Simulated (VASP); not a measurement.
# Sn (I4_1/amd) in VASP: elastic constants with LDA

Aim: the elastic constants of Sn with LDA.

Program: VASP 6.6.1. These are calculated values, not measurements. Logs are shortened: lines on timing, memory, paths and dates and some standing lists are left out, and cuts for length are marked.

## Step 1: The crystal as given

It takes space group I4_1/amd (No. 141, tetragonal). The conventional cell has a = 5.832 Å, b = 5.832 Å, c = 3.182 Å, α = 90.00°, β = 90.00°, γ = 90.00°. Sn (site symmetry -4m2) is surrounded by 6 Sn at 3.02 to 3.18 Å.

## Step 2: Elastic constants, LDA

POSCAR reads:

```
Sn
1.0
   -2.9161500000      2.9161500000      1.5911500000
    2.9161500000     -2.9161500000      1.5911500000
    2.9161500000      2.9161500000     -1.5911500000
Sn
2
Direct
    0.0000000000      0.0000000000      0.0000000000
    0.7500000000      0.2500000000      0.5000000000
```

INCAR.step1 reads:

```
PREC = Accurate ; ENCUT = 580
EDIFF = 1E-8 ; ISMEAR = 0
SIGMA = 0.1 ; LREAL = False
LASPH = True ; NELM = 60
ALGO = Fast ; ISIF = 3
LWAVE = False ; LCHARG = False
GGA = CA ; IBRION = 2
NSW = 40 ; EDIFFG = -0.002
```

INCAR.step2 reads:

```
PREC = Accurate ; ENCUT = 580
EDIFF = 1E-8 ; ISMEAR = 0
SIGMA = 0.1 ; LREAL = False
LASPH = True ; NELM = 60
ALGO = Fast ; ISIF = 3
LWAVE = False ; LCHARG = False
GGA = CA ; IBRION = 6
NFREE = 2 ; POTIM = 0.015
NSW = 1
```

KPOINTS reads:

```
regular mesh
0
Gamma
  16 16 16
```

Potentials or basis: VASP PAW LDA potentials, release 64 (Sn).

Run with:

```sh
$ cat potpaw_LDA.64/Sn/POTCAR > POTCAR
$ cp INCAR.step1 INCAR
$ mpirun -np 1 vasp_std > vasp.out
$ cp CONTCAR POSCAR
$ cp INCAR.step2 INCAR
$ mpirun -np 1 vasp_std > vasp.out
```

OUTCAR:

```text
PREC = Accurate
   ENCUT = 580
   EDIFF = 1E-8
   ISMEAR = 0
   LREAL = False
   LASPH = True
   NELM = 60
   ISIF = 3
   GGA = CA
   IBRION = 6
   NFREE = 2
   POTIM = 0.015
   NSW = 1

 ion  position               nearest neighbor table
   1  0.000  0.000  0.000-   2 3.00   2 3.00   2 3.00   2 3.00   2 3.73   2 3.73   2 3.73   2 3.73

   2  0.750  0.250  0.500-   1 3.00   1 3.00   1 3.00   1 3.00   1 3.73   1 3.73   1 3.73   1 3.73

  LATTYP: Found a body centered tetragonal cell.
 ALAT       =     5.7915296569
 C/A-ratio  =     0.5394971741

  Lattice vectors:

 A1 = (  -2.8957648284,   2.8957648284,   1.5622569418)
 A2 = (   2.8957648284,  -2.8957648284,   1.5622569418)
 A3 = (   2.8957648284,   2.8957648284,  -1.5622569418)

Analysis of symmetry for initial positions (statically):
=====================================================================
 Subroutine PRICEL returns:
 Original cell was already a primitive cell.

 Routine SETGRP: Setting up the symmetry group for a
 body centered tetragonal supercell.

 Subroutine GETGRP returns: Found 16 space group operations
 (whereof  8 operations were pure point group operations)
 out of a pool of 16 trial point group operations.

The static configuration has the point symmetry D_2d.
 The point group associated with its full space group is D_4h.

Analysis of symmetry for dynamics (positions and initial velocities):
=====================================================================
 Subroutine PRICEL returns:
 Original cell was already a primitive cell.

 Routine SETGRP: Setting up the symmetry group for a
 body centered tetragonal supercell.

 Subroutine GETGRP returns: Found 16 space group operations
 (whereof  8 operations were pure point group operations)
 out of a pool of 16 trial point group operations.

The dynamic configuration has the point symmetry D_2d.
 The point group associated with its full space group is D_4h.
[... 605 lines left out ...]
      1      -6.0002      2.00000
      2       1.3076      2.00000
      3       3.3181      2.00000
      4       3.5641      2.00000
      5       8.5260      0.00000
      6      11.2901      0.00000
      7      11.4356      0.00000
      8      12.5978      0.00000

 [... further k-points ...]

------------------------ aborting loop because EDIFF is reached ----------------------------------------

  FORCE on cell =-STRESS in cart. coord.  units (eV):
  Direction    XX          YY          ZZ          XY          YZ          ZX
  --------------------------------------------------------------------------------------
  -------------------------------------------------------------------------------------
  Total        0.0374931     -0.0438615     -0.0009388      0.0000000      0.0000000      0.0000000
  in kB        1.1463652     -1.3410811     -0.0287051      0.0000000      0.0000000      0.0000000
  external PRESSURE =      -0.0744737 kB  Pullay stress =       0.0000000 kB
[... 17 lines left out ...]
  FREE ENERGIE OF THE ION-ELECTRON SYSTEM (eV)
  ---------------------------------------------------
  free  energy   TOTEN  =        -9.0028249885 eV

  energy  without entropy=       -8.9983539977  energy(sigma->0) =       -9.00058949

 INTERNAL STRAIN TENSORS FROM STRAINED CELLS
 ============================================

 INTERNAL STRAIN TENSOR FOR ION    1 for displacements in x,y,z  (eV/Angst):
          X           Y           Z          XY          YZ          ZX
  --------------------------------------------------------------------------------
  x    -0.00000     0.00000    -0.00000     0.00000     0.00000    -1.91007
  y    -0.00000    -0.00000     0.00000     0.00000     1.90575     0.00000
  z    -2.74936     2.74940    -0.00000     0.00000     0.00001    -0.00003

 INTERNAL STRAIN TENSORS FROM DISPLACED ATOMS
 ============================================

 INTERNAL STRAIN TENSOR FOR ION    1 for displacements in x,y,z  (eV/Angst):
          X           Y           Z          XY          YZ          ZX
  --------------------------------------------------------------------------------
  x     0.00000     0.00000     0.00000     0.00000     0.00000    -1.92223
  y     0.00000     0.00000     0.00000     0.00000     1.92223     0.00000
  z    -2.71260     2.71260     0.00000     0.00000     0.00000     0.00000

 INTERNAL STRAIN TENSOR FOR ION    2 for displacements in x,y,z  (eV/Angst):
          X           Y           Z          XY          YZ          ZX
  --------------------------------------------------------------------------------
  x     0.00000     0.00000     0.00000     0.00000     0.00000     1.92223
  y     0.00000     0.00000     0.00000     0.00000    -1.92223     0.00000
  z     2.71260    -2.71260     0.00000     0.00000     0.00000     0.00000

 Eigenvectors and eigenvalues of the dynamical matrix
 ----------------------------------------------------

   1 f  =    4.082836 THz    25.653217 2PiTHz  136.188757 cm-1    16.885246 meV
             X         Y         Z           dx          dy          dz
      0.000000  0.000000  0.000000     0.000000   -0.707107    0.000000
      0.000000  2.895765  0.781128     0.000000    0.707107    0.000000
[... 21 lines left out ...]
   6 f  =    0.000000 THz     0.000000 2PiTHz    0.000000 cm-1     0.000000 meV
             X         Y         Z           dx          dy          dz
      0.000000  0.000000  0.000000     0.000000    0.000000    0.707107
      0.000000  2.895765  0.781128     0.000000    0.000000    0.707107

--------------------------------------------------------------------------------------------------------

 ELASTIC MODULI CONTR FROM IONIC RELAXATION (kBar)
 Direction    XX          YY          ZZ          XY          YZ          ZX
 --------------------------------------------------------------------------------
 XX        -454.3112    454.3112      0.0000      0.0000      0.0000      0.0000
 YY         454.3112   -454.3112      0.0000      0.0000      0.0000      0.0000
 ZZ           0.0000      0.0000      0.0000      0.0000      0.0000      0.0000
 XY           0.0000      0.0000      0.0000      0.0000      0.0000      0.0000
 YZ           0.0000      0.0000      0.0000      0.0000    -27.9064      0.0000
 ZX           0.0000      0.0000      0.0000      0.0000      0.0000    -27.9064
 --------------------------------------------------------------------------------

 TOTAL ELASTIC MODULI (kBar)
 Direction    XX          YY          ZZ          XY          YZ          ZX
 --------------------------------------------------------------------------------
 XX         857.9210    670.0623    321.3005      0.0000      0.0000      0.0000
 YY         670.0623    857.9210    321.3005      0.0000      0.0000      0.0000
 ZZ         321.3005    321.3005   1163.5596      0.0000      0.0000      0.0000
 XY           0.0000      0.0000      0.0000    252.7936      0.0000      0.0000
 YZ           0.0000      0.0000      0.0000      0.0000    258.9839      0.0000
 ZX           0.0000      0.0000      0.0000      0.0000      0.0000    258.9839
 --------------------------------------------------------------------------------
```

OUTCAR.step1:

```text
PREC = Accurate
   ENCUT = 580
   EDIFF = 1E-8
   ISMEAR = 0
   LREAL = False
   LASPH = True
   NELM = 60
[... 704 lines left out ...]
  -------------------------------------------------------------------------------------
  Total       -0.0034065     -0.0034065     -0.0006742      0.0000000      0.0000000      0.0000000
  in kB       -0.1041552     -0.1041552     -0.0206131      0.0000000      0.0000000      0.0000000
  external PRESSURE =      -0.0763078 kB  Pullay stress =       0.0000000 kB
[... 17 lines left out ...]
  FREE ENERGIE OF THE ION-ELECTRON SYSTEM (eV)
  ---------------------------------------------------
  free  energy   TOTEN  =        -9.0028886787 eV

  energy  without entropy=       -8.9984215911  energy(sigma->0) =       -9.00065513

 reached required accuracy - stopping structural energy minimisation
```

OSZICAR.step1:

```text
N       E                     dE             d eps       ncg     rms          rms(c)
DAV:   1     0.140676567414E+02    0.14068E+02   -0.32258E+03  5584   0.833E+02
DAV:   2    -0.866215150739E+01   -0.22730E+02   -0.22144E+02  8416   0.795E+01
[... 56 lines left out ...]
   6 F= -.90028883E+01 E0= -.90006557E+01  d E =-.400966E-03
       N       E                     dE             d eps       ncg     rms          rms(c)
DAV:   1    -0.900288959358E+01   -0.13221E-05   -0.35587E-05  6320   0.382E-02    0.396E-03
RMM:   2    -0.900288899015E+01    0.60343E-06   -0.29261E-07  5584   0.434E-03    0.223E-03
RMM:   3    -0.900288867350E+01    0.31665E-06   -0.47408E-07  5584   0.454E-03    0.307E-04
RMM:   4    -0.900288867875E+01   -0.52499E-08   -0.24509E-08  4658   0.129E-03
   7 F= -.90028887E+01 E0= -.90006551E+01  d E =-.406965E-06
```

Wall time 74 min (1 thread of AMD EPYC 7R13 (Zen 3), shared host); peak memory 0.93 GiB.

What came out:

```
Relaxed volume                         : 26.20 Å³/atom
Relaxed cell                           : a = 4.383 Å, b = 4.383 Å, c = 4.383 Å, α = 97.30°, β = 97.30°, γ = 138.24°
Space group after relaxing (to 0.05 Å) : I4_1/amd (No. 141)
Voigt bulk modulus                     : 61 GPa
Highest phonon frequency at Γ          : 136 cm⁻¹
```

The path:
```tsv
step	energy change (eV)	largest force (eV/Å)	pressure (GPa)	volume (Å³)
1	0.0000	0.0000	-1.81	54.12
2	-0.0094	0.0000	0.77	51.76
3	-0.0107	0.0000	0.05	52.36
4	-0.0111	0.0000	0.03	52.37
5	-0.0111	0.0000	0.01	52.38
6	-0.0111	0.0000	0.01	52.38
7	-0.0111	0.0000	-0.01	52.40
```

Final structure:
```xyz
2
Lattice="-2.8958 2.8958 1.5623 2.8958 -2.8958 1.5623 2.8958 2.8958 -1.5623" Properties=species:S:1:pos:R:3 pbc="T T T"
Sn    0.0000    0.0000    0.0000
Sn    0.0000    2.8958    0.7811
```

Phonon frequencies in cm⁻¹ (negative: imaginary):
```csv
q point,frequencies
"(0.000, 0.000, 0.000)",0 0 0 48 136 136
```

Elastic tensor in Voigt notation (GPa, in the Cartesian axes of the cell as first typed):
```
 86  67  32   0   0   0
 67  86  32   0   0   0
 32  32 116   0   0   0
  0   0   0  26   0   0
  0   0   0   0  26   0
  0   0   0   0   0  25
```

Clamped-ion elastic tensor (GPa):
```
131  22  32   0   0   0
 22 131  32   0   0   0
 32  32 116   0   0   0
  0   0   0  29   0   0
  0   0   0   0  29   0
  0   0   0   0   0  25
```
